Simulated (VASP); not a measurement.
Runs of VASP 6.6.1 on WSe2. The cell holds a sheet with vacuum, 3 atoms: a = 3.243 Å, b = 3.243 Å, c = 19.360 Å, α = 90.00°, β = 90.00°, γ = 120.00°. The cell was built by a generator and needn't be a form met in nature.

```tsv
task	level	spin	cell	k mesh	cutoff (eV)	dipole correction	grid for exact exchange (PRECFOCK)	exchange at q = 0	gap on the mesh (eV)	largest force (eV/Å)
work function	r2SCAN	off	P-6m2, 58.77 Å³/atom	12 × 12 × 1	520	yes	-	-	1.80	0.12
work function	PBEsol	off	P-6m2, 58.77 Å³/atom	12 × 12 × 1	520	yes	-	-	1.64	0.06
work function	PBEsol	non-collinear, zero start, SOC	P-6m2, 58.77 Å³/atom	12 × 12 × 1	520	yes	-	-	-	(a)
relaxation of cell and atoms	PBEsol+D3(BJ)	off	relaxed	12 × 12 × 1	600	no	-	-	1.64	-
work function	PBE0	off	P-6m2, 58.77 Å³/atom	6 × 6 × 1	520	yes	Fast	default	2.88	(b)
```

Alike in all rows: potentials or basis VASP PAW PBE potentials, release 64 (Se, W_sv); smearing gaussian 0.03 eV.

Fill in the values left out.

(a) 0.09; (b) 0.14.

Caveats: the PAW data sets were made with another functional, which shifts forces and pressure a little; spin-orbit coupling is left out, which moves the levels of the heavy elements (some runs).

A k mesh can miss the band edges, and rows without SOC leave out spin-orbit coupling on Se, W.
